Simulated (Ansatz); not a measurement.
**ZrO₂: relaxed-ion elastic tensor**

Theory: Ansatz 0.2.0, DFT PBE, scalar-relativistic, plane waves, PAW. Plane waves to 420 eV; Γ-centred k mesh 8×8×8; fixed occupations. No spin polarisation.

The cell, relaxed at this level:
```yaml
crystal:
  lattice:
    - [0.00000, 2.55792, 2.55792]
    - [2.55792, 0.00000, 2.55792]
    - [2.55792, 2.55792, 0.00000]
  atoms:
    - { symbol: Zr, position: [0.00000, 0.00000, 0.00000] }
    - { symbol: O, position: [0.75000, 0.75000, 0.75000] }
    - { symbol: O, position: [0.25000, 0.25000, 0.25000] }
```

The cell has the fluorite type, in a space group that the Crystallography Open Database lists for this formula; it was reached from a generator's guess.

Q: Give the relaxed-ion elastic constants (GPa, Voigt order xx yy zz yz xz xy, on the Cartesian axes of the cell above).

A:
```
520.7  94.2  94.2   0.0   0.0   0.0
 94.2 520.7  94.2   0.0   0.0   0.0
 94.2  94.2 520.7   0.0   0.0   0.0
  0.0   0.0   0.0  61.2   0.0   0.0
  0.0   0.0   0.0   0.0  61.2   0.0
  0.0   0.0   0.0   0.0   0.0  61.2
```

Q: Is the crystal stable against homogeneous strain?

A: Yes: the least eigenvalue of the tensor is 61.2 GPa.

Q: And the moduli of a polycrystal (Hill averages)?

A: B = 236 GPa, G = 104 GPa, E = 272 GPa, ν = 0.31.
